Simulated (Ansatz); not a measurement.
## Ag in Ansatz: the effect of functional

Ag:

```
Ag
1.0
     0.00000    2.05628    2.05628
     2.05628    0.00000    2.05628
     2.05628    2.05628    0.00000
Ag
1
Direct
  0.00000 0.00000 0.00000
```

The cell isn't the ideal one: volume scaled by 1.02.

Alike in all runs:

```yaml
Program: Ansatz 0.2.0
Task: single point
Potentials_or_basis: Ansatz PAW
k_mesh: 11 × 11 × 11
Occupations: fermi-dirac, width 0.05 eV
Spin: no spin polarisation
```

```tsv
functional	cutoff	pressure (GPa)
LDA	420 eV (not typed: the program's choice for these potentials)	-9.3
r2SCAN	500 eV (not typed: the program's choice for these potentials)	-0.8
PBE	420 eV (not typed: the program's choice for these potentials)	?
```

**Question.** What does the run with functional PBE give?

**Answer.** Pressure 2.2 GPa.

Caveats: the PAW data sets come from PBE, with cores solved anew for the run's functional, which leaves a small shift of forces and pressure (some runs).
